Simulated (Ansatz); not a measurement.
# One structure type, several compounds

These are results of Ansatz 0.2.0, DFT, PBEsol, all-electron LAPW, scalar-relativistic, not measurements.

All compounds have space group F-43m with 2 atoms in the primitive cell. V0, B0 and B0′ come from third-order Birch–Murnaghan fits to pressures at five volumes, with shape and internal coordinates held; prototypes and MP cells needn't be known phases. No run is spin-polarised.

No spin–orbit coupling, which matters for the heavy atoms here.

AlAs: Al 4a (0.000 0.000 0.000), As 4c (0.250 0.250 0.250); COD 1540257, reported; 10×10×10 mesh, smearing 0.05 eV; no spin
HgSe: Hg 4a (0.000 0.000 0.000), Se 4c (0.250 0.250 0.250); COD 1538962, reported; 9×9×9 mesh, smearing 0.02 eV; no spin
BeSe: Be 4a (0.000 0.000 0.000), Se 4c (0.250 0.250 0.250); COD 9008837, reported, may be off; 10×10×10 mesh, smearing 0.03 eV; no spin
HgTe: Hg 4a (0.000 0.000 0.000), Te 4c (0.250 0.250 0.250); COD 1539232, reported; 9×9×9 mesh, smearing 0.05 eV; no spin
InSb: In 4a (0.000 0.000 0.000), Sb 4c (0.250 0.250 0.250); COD 9008853, reported; 9×9×9 mesh, smearing 0.05 eV; no spin
HgS: Hg 4a (0.000 0.000 0.000), S 4c (0.250 0.250 0.250); COD 1011368, reported; 8×8×8 mesh, smearing 0.02 eV; no spin

```csv
compound,V0 (Å³/atom),B0 (GPa),B0′
AlAs,22.84,?,4.2
HgSe,28.84,52,5.0
BeSe,16.86,?,3.9
HgTe,34.49,42,5.2
InSb,34.64,43,4.8
HgS,25.37,?,4.9
```

Question: Fill in "B0 (GPa)" for the row "BeSe".

Answer: 79.

Question: Give the missing entry: row "HgS", column "B0 (GPa)".

Answer: 60.

Question: What belongs in the row "AlAs", column "B0 (GPa)"?

Answer: 72.
